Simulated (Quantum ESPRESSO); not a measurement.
A calculation with Quantum ESPRESSO 7.5 of Si2Mo (native input, structure typed inline):

The input pw.in:

```
&CONTROL
  calculation = 'scf'
  prefix = 'pwscf'
  outdir = './tmp'
  pseudo_dir = './pseudo'
  tprnfor = .true.
  tstress = .true.
  disk_io = 'low'
/
&SYSTEM
  ibrav = 0
  celldm(1) = 8
  nat = 9
  ntyp = 2
  ecutwfc = 60
  ecutrho = 440
  nbnd = 44
  occupations = 'smearing'
  smearing = 'fd'
  degauss = 0.00367493
/
&ELECTRONS
  conv_thr = 1.8d-09
  electron_maxstep = 120
  mixing_beta = 0.5
/
ATOMIC_SPECIES
Mo    95.9500 Mo_ONCV_PBE-1.0.oncvpsp.upf
Si    28.0850 Si.pbe-n-rrkjus_psl.1.0.0.UPF
CELL_PARAMETERS alat
  1.0831606750589   0.0000000000000   0.0000000000000
 -0.5415803375413   0.9380446609803   0.0000000000000
  0.0000000000000   0.0000000000000   1.5542430693425
ATOMIC_POSITIONS crystal
Mo     0.5000000000    0.5000000000    0.8333333333
Mo     0.0000000000    0.5000000000    0.1666666667
Mo     0.5000000000    0.0000000000    0.5000000000
Si     0.1638729800    0.3277459600    0.5000000000
Si     0.6722540400    0.8361270200    0.1666666667
Si     0.8361270200    0.1638729800    0.8333333333
Si     0.8361270200    0.6722540400    0.5000000000
Si     0.3277459600    0.1638729800    0.1666666667
Si     0.1638729800    0.8361270200    0.8333333333
K_POINTS automatic
7 7 4 0 0 0
```

pp_density.in

```
&INPUTPP
  prefix = 'pwscf'
  outdir = './tmp'
  filplot = 'density.dat'
  plot_num = 0
/
&PLOT
  nfile = 1
  filepp(1) = 'density.dat'
  iflag = 3
  output_format = 6
  fileout = 'density.cube'
/
```

File pp_potential.in:

```
&INPUTPP
  prefix = 'pwscf'
  outdir = './tmp'
  filplot = 'potential.dat'
  plot_num = 11
/
&PLOT
  nfile = 1
  filepp(1) = 'potential.dat'
  iflag = 3
  output_format = 6
  fileout = 'potential.cube'
/
```

Potentials or basis: SSSP 1.3 efficiency PBE.

Command:

```console
$ OMP_NUM_THREADS=1 pw.x -in pw.in > pw.out
$ OMP_NUM_THREADS=1 pp.x -in pp_density.in > pp_density.out
$ OMP_NUM_THREADS=1 pp.x -in pp_potential.in > pp_potential.out
```

Measurements of this composition are mostly on another form, of space group No. 139.

Question: Write the same calculation in another form: ASE script, structure typed inline.

Answer: As run:

Contents of run.py:

```python
import numpy as np
from ase.calculators.espresso import Espresso, EspressoProfile
from ase import Atoms

atoms = Atoms(['Mo', 'Mo', 'Mo', 'Si', 'Si', 'Si', 'Si', 'Si', 'Si'],
              cell=[[4.5854715599, 0.0, 0.0], [-2.29273578, 3.9711348592, 0.0], [0.0, 0.0, 6.5797601]],
              scaled_positions=[[0.5, 0.5, 0.8333333333], [0.0, 0.5, 0.1666666667], [0.5, 0.0, 0.5], [0.16387298, 0.32774596, 0.5], [0.67225404, 0.83612702, 0.1666666667], [0.83612702, 0.16387298, 0.8333333333], [0.83612702, 0.67225404, 0.5], [0.32774596, 0.16387298, 0.1666666667], [0.16387298, 0.83612702, 0.8333333333]],
              pbc=True)

input_data = {
    'control': {'calculation': 'scf', 'prefix': 'pwscf', 'outdir': './tmp', 'tprnfor': True, 'tstress': True, 'disk_io': 'nowf'},
    'system': {'ecutwfc': 60.0, 'ecutrho': 440.0, 'nbnd': 44, 'occupations': 'smearing', 'smearing': 'fd', 'degauss': 0.00367493},
    'electrons': {'conv_thr': 1.8e-09, 'electron_maxstep': 120, 'mixing_beta': 0.5},
}
pseudopotentials = {'Si': 'Si.pbe-n-rrkjus_psl.1.0.0.UPF', 'Mo': 'Mo_ONCV_PBE-1.0.oncvpsp.upf'}
profile = EspressoProfile(command='pw.x', pseudo_dir='pseudo')
dft = Espresso(profile=profile, input_data=input_data, pseudopotentials=pseudopotentials, kpts=(7, 7, 4), koffset=(0, 0, 0))
atoms.calc = dft

print(f'energy {atoms.get_potential_energy():.8f} eV')
print('forces (eV/A)')
print(np.round(atoms.get_forces(), 6))
print('stress (eV/A^3, Voigt)')
print(np.round(atoms.get_stress(), 8))
print(f'Fermi level {dft.get_fermi_level():.4f} eV')
```

Potentials or basis: SSSP 1.3 efficiency PBE.

Run with:

```bash
$ OMP_NUM_THREADS=1 python run.py
```

Both were run:

|  | native input, structure typed inline | ASE script, structure typed inline |
| --- | --- | --- |
| Pressure | 3.3 GPa | 3.3 GPa |
| Largest force | 0.012 eV/Å | 0.012 eV/Å |
| Band gap on the k mesh | 0.27 eV, indirect (least direct gap 0.63 eV) | 0.27 eV, indirect (least direct gap 0.63 eV) |

Keys that steer only the numerical path or the files written may differ.

Caveat: an odd mesh through Γ misses points on the zone boundary, where band edges often lie.
